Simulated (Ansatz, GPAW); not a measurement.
**The basis that the transmission of a Ge chain with a Pd atom on top of one atom needs**

Aim: T(E), conductance and thermopower of a Ge chain with a Pd atom on top of one atom, and what cheaper settings cost in accuracy.

Main program and level: GPAW 26.7.0 and Ansatz 0.2.0; Ansatz plane waves; Landauer transmission by layers, zero bias, in the first sound run; inputs show where later runs differ.

## 1. Starting point

The cell holds 12 atoms: 11 Ge and 1 Pd. Cell: a = 9.000 Å, b = 9.000 Å, c = 25.850 Å, α = 90.0°, β = 90.0°, γ = 90.0°. Regions: left lead, 5 atoms (5 Ge); channel, 2 atoms (1 Ge and 1 Pd); right lead, 5 atoms (5 Ge). Vacuum lies along a and b. The structure is stacked along c, and the current runs across the ab planes.

## 2. Plane waves, LDA

A plane-wave run comes first: its basis does not favour the atoms, so it serves as the reference for the orbital bases.

The input, input.yaml:

```yaml
crystal:
  lattice:
    - [9.0, 0.0, 0.0]
    - [0.0, 9.0, 0.0]
    - [0.0, 0.0, 25.85]
  atoms:
    - { symbol: Ge, position: [0.5, 0.5, 0.0454545455] }
    - { symbol: Ge, position: [0.5, 0.5, 0.1363636364] }
    - { symbol: Ge, position: [0.5, 0.5, 0.2272727273] }
    - { symbol: Ge, position: [0.5, 0.5, 0.3181818182] }
    - { symbol: Ge, position: [0.5, 0.5, 0.4090909091] }
    - { symbol: Ge, position: [0.5, 0.5, 0.5] }
    - { symbol: Pd, position: [0.756433333, 0.5, 0.5] }
    - { symbol: Ge, position: [0.5, 0.5, 0.5909090909] }
    - { symbol: Ge, position: [0.5, 0.5, 0.6818181818] }
    - { symbol: Ge, position: [0.5, 0.5, 0.7727272727] }
    - { symbol: Ge, position: [0.5, 0.5, 0.8636363636] }
    - { symbol: Ge, position: [0.5, 0.5, 0.9545454545] }
kpoints:
  mp_grid: { grid: [1, 1, 3] }
hamiltonian:
  xc: lda
scf:
  occupations: { method: fermi_dirac, width: 0.1 }
output:
  transmission:
    leads: [[0, 1]]
    e_range: [-2, 2]
    de: 0.05
    kmesh: [1, 1]
    reduced_basis: true
  write_potential: true
  write_density: true
  volumetric_format: npy
```

Run with:

```
ansatz run input.yaml --threads 2 --pin off --max-ram 4096MiB --backend cpu --events-out ev --progress --plain --runs-dir out
```

Numbers of over 12 decimals in the logs are rounded to 6 here.

What it wrote:

```text
Engine: ansatz 0.2.0, aarch64-unknown-linux-gnu
Pseudopotentials: kind: paw
Pseudopotential: Ge, paw, valence charge 14, recommended cutoff 420 eV (normal), Ge.paw.azcp
Pseudopotential: Pd, paw, valence charge 18, recommended cutoff 420 eV (normal), Pd.paw.azcp
Functional definition: SPW92
  exchange = slater_x
  correlation = pw_c
Crystal: 12 atoms, lattice volume = 2093.850 Å³
Basis set: ecut = 420 eV, 40939 PW (Γ)
Bands: 104, of which v1, the nominal top of the filled ones, is band 86 counted from 1 (85 counted from 0)
Symmetry: 4 space group operations
Space group: Pmm2 (ITA 25), of the structure as read, at distance tolerance 1.3e-4 Å
k-points: 2 of 3
Non-local potential: Ge, projectors of the file, l = 0: 2, l = 1: 2, l = 2: 3, l = 3: 1
Non-local potential: Pd, projectors of the file, l = 0: 2, l = 1: 2, l = 2: 2, l = 3: 1
PAW form: soft (Blöchl's): semilocal exchange-correlation on the pseudo side does not see the compensation charge
PAW frozen core: Ge, regenerated for the run's functional, and the local potential with it (the file was generated under x = pbe(κ = 0.804, μ = 0.219515), c = pbe(β = 0.066725))
PAW frozen core: Pd, regenerated for the run's functional, and the local potential with it (the file was generated under x = pbe(κ = 0.804, μ = 0.219515), c = pbe(β = 0.066725))
PAW one-centre angular grid: Ge, 590 points (default); XC on 64 Gauss nodes
PAW one-centre angular grid: Pd, 590 points (default); XC on 64 Gauss nodes
Initial density: superposition of atomic densities (neutral atoms: chi_scale 0, normalization atom), corrected by the library's trained network
Initial wavefunctions: pseudopotential atomic-orbital guess
Functional: x = slater, c = lda
SCF iter   1: F=—  HF=-53195.864298 eV  |F-HF|=—  |Δ(HF+E_count)|=         —  Δρ=5.63e-3  dr2=2.50e0  ethr=1.77e-3  ⟨swp⟩=6.0  Hψ=738  notcnv=0
preconditioner: auto → LDOS  [metal: Δε(μ)=0.123 eV  Ē_g=6.054 eV  σ=0.100 eV  W_gap=0.30  n_scr=210 (ndim 8)  ℏωp=6.0 eV  f_vac=0.741  D(μ)=11.82/eV (n_scr^D=40)  β→1.0]
SCF iter   2: F=—  HF=-53195.731353 eV  |F-HF|=—  |Δ(HF+E_count)|=   1.33e-1  Δρ=1.57e-3  dr2=1.44e-1  ethr=1.46e-3  ⟨swp⟩=2.5  Hψ=259  notcnv=0  defer=3
SCF iter   3: F=—  HF=-53195.734091 eV  |F-HF|=—  |Δ(HF+E_count)|=   2.74e-3  Δρ=1.06e-3  dr2=3.08e-2  ethr=8.36e-5  ⟨swp⟩=2.0  Hψ=408  notcnv=0  defer=3
SCF iter   4: F=—  HF=-53195.723772 eV  |F-HF|=—  |Δ(HF+E_count)|=   1.03e-2  Δρ=2.42e-4  dr2=2.43e-3  ethr=1.79e-5  ⟨swp⟩=2.0  Hψ=376  notcnv=0  defer=3
SCF iter   5: F=—  HF=-53195.723916 eV  |F-HF|=—  |Δ(HF+E_count)|=   1.44e-4  Δρ=6.71e-5  dr2=1.89e-4  ethr=1.42e-6  ⟨swp⟩=2.0  Hψ=376  notcnv=0  defer=3
SCF iter   6: F=—  HF=-53195.724028 eV  |F-HF|=—  |Δ(HF+E_count)|=   1.12e-4  Δρ=1.44e-5  dr2=6.61e-6  ethr=1.10e-7  ⟨swp⟩=2.0  Hψ=236  notcnv=0  defer=3
SCF iter   7: F=—  HF=-53195.724170 eV  |F-HF|=—  |Δ(HF+E_count)|=   1.42e-4  Δρ=4.70e-6  dr2=7.49e-7  ethr=3.84e-9  ⟨swp⟩=2.0  Hψ=381  notcnv=0  defer=3
SCF iter   8: F=—  HF=-53195.724170 eV  |F-HF|=—  |Δ(HF+E_count)|=   2.44e-7  Δρ=1.84e-6  dr2=1.16e-7  ethr=5.81e-11  ⟨swp⟩=10.5  Hψ=725  notcnv=0
SCF iter   9: F=-53195.724170 eV  HF=-53195.724170 eV  |F-HF|=1.96e-9  |Δ(HF+E_count)|=   1.68e-8  Δρ=4.40e-7  dr2=7.33e-9  ethr=5.81e-11  ⟨swp⟩=4.0  Hψ=448  notcnv=0
SCF 1 converged in 9 iterations: F = -53195.724170 eV  dr2 = 7.33e-9
  greatest PAW one-centre occupation: 0.998 electrons in one spin orbital (limit 2), on the Ge atom at site 5 (counted from 0), in its partial waves of l = 2
transmission: 32 of 192 steps passed
transmission: 64 of 192 steps passed
[...]
transmission: 192 of 192 steps passed
WARN: The output density's exchange-correlation potential varies sharply where the density is thin. Do not read a vacuum level from v_tot or v_xc, or from such a field of the output density. On a cell that repeats whose density bears no net charge and no dipole along the vacuum's axis use v_es (v_loc + v_h of the components); under efield.dipole_correction with no amplitude use v_es + v_field, which holds any externa [...]
SCF converged after 9 iterations
Free energy (F): -53195.724170 eV
Harris-Foulkes:  -53195.724170 eV  (|F-HF|=1.96e-9)
Internal energy: -53195.373238 eV  (E = F + TS)
E sigma→0 (E₀):  -53195.548704 eV
Entropy (-TS):   -0.350933 eV (-29.244 meV/atom)
Fermi energy:    -3.345824 eV
--- Per-component energies (eV) ---
  E_band       = -3937.919941
  E_kinetic    = 1722.123154
  E_local      = -60181.769473  (includes V_loc(G=0)·N_el)
  E_nonlocal   = 4831.121557
  E_hartree    = 27172.066700
  E_xc         = -971.365674
  E_vxc        = -895.643747  (∫ρ·V_xc dr)
  E_paw        = -24944.190621  (= ΣΔE_a)
  E_vpaw       = -3757.875589  (= ΣTr[D̂ρ^β])
  E_aug_tail   = 0.003266  (compensation charges beyond the density's cutoff)
  E_ewald      = -845.034467
  E_core_change = 21.672322  (= ΣΔE_core)
  E_smearing   = -0.350933  (= −TS)
  E_closure    = -0.000000  (closes the sum)
  Σ components = -53195.724170   (vs F -53195.724170, Δ=0.00e0)
--- Band table (eV) ---
  k-point 0: bands = [... 82 lower, -4.0767, -3.6582, -3.5589, -3.5446, -3.4547, -2.5711, -2.4754, -2.4338, ... 14 higher]
  k-point 1: bands = [... 82 lower, -3.9858, -3.8718, -3.7506, -3.2934, -3.2220, -3.1876, -2.9202, -2.8191, ... 14 higher]
--- Transmission ---
  basis      : 717 plane waves across, 32 finite elements along
  points     : 1, standing for a mesh of 1 x 1
  energies   : 81 from -2.000000 to 2.000000 eV about the Fermi level, 0.050000 eV apart; the leads are filled to 0.000000 eV, and channels, transmission and decay are at 0.000000 eV
  crystal 0  : Ge1, at the sites [0, 1], period 2.3500 Å, over 23.50 Å; its Hamiltonian steps by up to 2.9 meV
    offset         : up to 0.0000 Å between an atom of the period and one for which it stands
    channels       : 3.000000e0 a spin
    conductance    : none, the energies end too early or step too widely for 300 K: set another output.transmission.e_range or a lower de, or, where they end at an eighth of basis.ecutwfc, a higher one
  junction   : crystal 0 to crystal 0, 0.70 to 24.20 Å
    transmission   : 2.838111e0 a spin
    error estimate : 2.485419e-5 a spin from the reduction of the transverse basis, at the most 2.193928e-4 at -1.100000 eV
    conductance    : none, the energies end too early or step too widely for 300 K: set another output.transmission.e_range or a lower de, or, where they end at an eighth of basis.ecutwfc, a higher one
```

Run time: 3.2 min. Hardware: 2 threads of Arm Neoverse V2, shared host; peak memory 2.1 GiB.

Reading the cycles: dr2 is the Hartree energy of the density residual (eV), the measure of convergence; HF is the Harris–Foulkes estimate of the energy, which meets the free energy F at convergence.

Numbers from this step:

```yaml
free_energy: -53195.7242 eV
smearing_term_ts: 0.3509 eV
symmetry_operations: 4
lead_level: 0 eV from the Fermi level
transmission_at_the_fermi_level_one_spin: 2.838
open_channels_of_the_lead_at_the_fermi_level_one_spin: 3
step_of_the_potential_along_the_lead: 2.9 meV
offset_of_the_lead: 0 Å
```

One spin. Table of transmission, zone mean by energy, zero at the Fermi level:

| energy (eV) | transmission, zone mean |
| --- | --- |
| -2.000 | 0.573 |
| -1.800 | 0.596 |
| -1.600 | 0.108 |
| -1.400 | 0.0258 |
| -1.200 | 0.905 |
| -1.100 | 1.98 |
| -1.000 | 1.33 |
| -0.800 | 2.29 |
| -0.600 | 2.41 |
| -0.400 | 2.63 |
| -0.200 | 2.77 |
| 0.000 | 2.84 |
| 0.200 | 2.87 |
| 0.400 | 2.90 |
| 0.600 | 2.91 |
| 0.800 | 2.92 |
| 0.950 | 2.92 |
| 1.000 | 2.92 |
| 1.200 | 2.92 |
| 1.400 | 2.89 |
| 1.600 | 2.81 |
| 1.800 | 2.57 |
| 2.000 | 2.01 |

One spin. The open channels, zone mean by energy, zero at the Fermi level:

| energy (eV) | open channels, zone mean |
| --- | --- |
| -2.00 | 1 |
| -1.90 | 1 |
| -1.80 | 1 |
| -1.70 | 1 |
| -1.55 | 1 |
| -1.45 | 1 |
| -1.35 | 1 |
| -1.25 | 1 |
| -1.15 | 1 |
| -1.05 | 3 |
| -0.90 | 3 |
| -0.80 | 3 |
| -0.70 | 3 |
| -0.60 | 3 |
| -0.50 | 3 |
| -0.40 | 3 |
| -0.25 | 3 |
| -0.15 | 3 |
| -0.05 | 3 |
| 0.00 | 3 |
| 0.05 | 3 |
| 0.15 | 3 |
| 0.25 | 3 |
| 0.40 | 3 |
| 0.50 | 3 |
| 0.60 | 3 |
| 0.70 | 3 |
| 0.80 | 3 |
| 0.90 | 3 |
| 1.05 | 3 |
| 1.15 | 3 |
| 1.25 | 3 |
| 1.35 | 3 |
| 1.45 | 3 |
| 1.55 | 3 |
| 1.70 | 3 |
| 1.80 | 3 |
| 1.90 | 3 |
| 2.00 | 3 |

Crystal 0, spin -, k parallel (0, 0); distinct values, listed up to 1.5 1/Å. The Im kz of the slowest decaying states by energy, zero at the Fermi level:

| energy (eV) | decay 1 (Å⁻¹) | decay 2 (Å⁻¹) | decay 3 (Å⁻¹) | decay 4 (Å⁻¹) |
| --- | --- | --- | --- | --- |
| -2.000 | 0.464 | 0.464 | 1.25 | 1.38 |
| -1.800 | 0.407 | 0.408 | 1.23 | 1.36 |
| -1.600 | 0.341 | 0.342 | 1.21 | 1.34 |
| -1.400 | 0.257 | 0.259 | 1.18 | 1.32 |
| -1.200 | 0.127 | 0.130 | 1.16 | 1.30 |
| -1.000 | 1.14 | 1.28 | 1.35 | 1.36 |
| -0.800 | 1.11 | 1.26 | 1.33 | 1.35 |
| -0.600 | 1.09 | 1.23 | 1.31 | 1.33 |
| -0.400 | 1.06 | 1.21 | 1.29 | 1.31 |
| -0.200 | 1.04 | 1.19 | 1.27 | 1.29 |
| 0.000 | 1.01 | 1.17 | 1.25 | 1.27 |
| 0.200 | 0.986 | 1.15 | 1.23 | 1.25 |
| 0.400 | 0.958 | 1.12 | 1.21 | 1.23 |
| 0.600 | 0.930 | 1.10 | 1.18 | 1.21 |
| 0.800 | 0.901 | 1.07 | 1.16 | 1.18 |
| 1.000 | 0.870 | 1.05 | 1.14 | 1.16 |
| 1.200 | 0.839 | 1.02 | 1.11 | 1.14 |
| 1.400 | 0.807 | 0.998 | 1.09 | 1.12 |
| 1.600 | 0.773 | 0.971 | 1.07 | 1.09 |
| 1.800 | 0.737 | 0.944 | 1.04 | 1.07 |
| 2.000 | 0.700 | 0.915 | 1.01 | 1.05 |

Crystal 0, spin -, k parallel (0, 0). Re kz of states that move upwards against energy, zero at the Fermi level:

| energy (eV) | channel 1 (Å⁻¹) | channel 2 (Å⁻¹) | channel 3 (Å⁻¹) |
| --- | --- | --- | --- |
| -2.00 | -1.23 | - | - |
| -1.90 | -1.22 | - | - |
| -1.80 | -1.21 | - | - |
| -1.70 | -1.20 | - | - |
| -1.55 | -1.19 | - | - |
| -1.45 | -1.18 | - | - |
| -1.35 | -1.17 | - | - |
| -1.25 | -1.16 | - | - |
| -1.15 | -1.15 | - | - |
| -1.05 | -1.14 | 0.144 | 0.147 |
| -0.90 | -1.13 | 0.242 | 0.244 |
| -0.80 | -1.12 | 0.290 | 0.291 |
| -0.70 | -1.12 | 0.330 | 0.332 |
| -0.60 | -1.11 | 0.367 | 0.368 |
| -0.50 | -1.10 | 0.400 | 0.401 |
| -0.40 | -1.09 | 0.431 | 0.432 |
| -0.25 | -1.08 | 0.473 | 0.474 |
| -0.15 | -1.07 | 0.500 | 0.501 |
| -0.05 | -1.06 | 0.525 | 0.526 |
| 0.00 | -1.06 | 0.537 | 0.538 |
| 0.05 | -1.05 | 0.549 | 0.550 |
| 0.15 | -1.05 | 0.572 | 0.573 |
| 0.25 | -1.04 | 0.595 | 0.595 |
| 0.40 | -1.03 | 0.627 | 0.627 |
| 0.50 | -1.02 | 0.647 | 0.648 |
| 0.60 | -1.01 | 0.667 | 0.668 |
| 0.70 | -1.00 | 0.687 | 0.688 |
| 0.80 | -0.995 | 0.706 | 0.707 |
| 0.90 | -0.987 | 0.725 | 0.725 |
| 1.05 | -0.976 | 0.752 | 0.752 |
| 1.15 | -0.968 | 0.770 | 0.770 |
| 1.25 | -0.961 | 0.787 | 0.788 |
| 1.35 | -0.953 | 0.804 | 0.805 |
| 1.45 | -0.945 | 0.821 | 0.821 |
| 1.55 | -0.938 | 0.837 | 0.838 |
| 1.70 | -0.927 | 0.862 | 0.862 |
| 1.80 | -0.919 | 0.878 | 0.878 |
| 1.90 | -0.912 | 0.894 | 0.894 |
| 2.00 | -0.904 | 0.909 | 0.910 |

The electrostatic potential energy of an electron (with the applied field's), less the Fermi level, planar mean oscillates, so the rows of the table below give means over windows of 2.3 Å about each position, cut where the curve ends. Its maxima inside the range that stand out by 2 % of the span (Å: eV): 2.3: 4.71, 4.7: 4.70, 7.0: 4.69, 9.3: 4.64, 11.6: 4.39, 14.2: 4.39, 16.5: 4.64, 18.8: 4.69, 21.1: 4.70, 23.6: 4.71. Its minima: 1.1: 3.48, 3.6: 3.48, 5.9: 3.46, 8.2: 3.44, 10.6: 3.34, 12.9: 1.40, 15.2: 3.34, 17.7: 3.44, 20.0: 3.46, 22.3: 3.48, 24.7: 3.48.

Table of electrostatic potential energy of an electron (with the applied field's), less the Fermi level, planar mean by z; means over each step:

z (Å), electrostatic potential energy of an electron (with the applied field's), less the Fermi level, planar mean (eV) and a bar from the least value:
```
     1.15       4.08 ##############################
     3.45       4.08 ##############################
     5.75       4.06 #############################
     8.05       4.04 #############################
    10.35       3.95 ###########################
    12.65       2.88 
    14.95       3.88 #########################
    17.25       4.04 #############################
    19.55       4.07 #############################
    21.85       4.08 ##############################
    24.15       4.09 ##############################
```

The valence density, planar mean oscillates, so the rows of the table below give means over windows of 2.3 Å about each position, cut where the curve ends. Its maxima inside the range that stand out by 2 % of the span (Å: e/Å³): 1.1: 0.230, 3.6: 0.222, 5.9: 0.231, 8.2: 0.228, 10.6: 0.226, 12.9: 0.440, 15.2: 0.226, 17.7: 0.228, 20.0: 0.231, 22.3: 0.222, 24.7: 0.230. Its minima: 2.3: 0.0187, 4.7: 0.0186, 7.0: 0.0186, 9.3: 0.0188, 11.5: 0.0245, 14.4: 0.0245, 16.5: 0.0188, 18.8: 0.0186, 21.1: 0.0186, 23.6: 0.0187.

The valence density, planar mean by z; means over each step:

z (Å), valence density, planar mean (e/Å³) and a bar from the least value:
```
     1.15      0.075 
     3.45      0.075 
     5.75      0.075 
     8.05      0.075 
    10.35      0.075 
    12.65      0.167 ##############################
    14.95      0.078 #
    17.25      0.075 
    19.55      0.075 
    21.85      0.075 
    24.15      0.074
```

T at the Fermi level is 2.84 of 3 open channels a spin.

(Part 1 of 3 ends here.)

[Logs are printed without paths, hosts, clocks, repeated set-up lines and the standing remarks that a program may print on its own settings, such as how far it seeks lower states.]

[Hosts, paths, dates, database ids (printed as entryN), source tags and the programs' standing remarks are cut or masked in the printed files.]
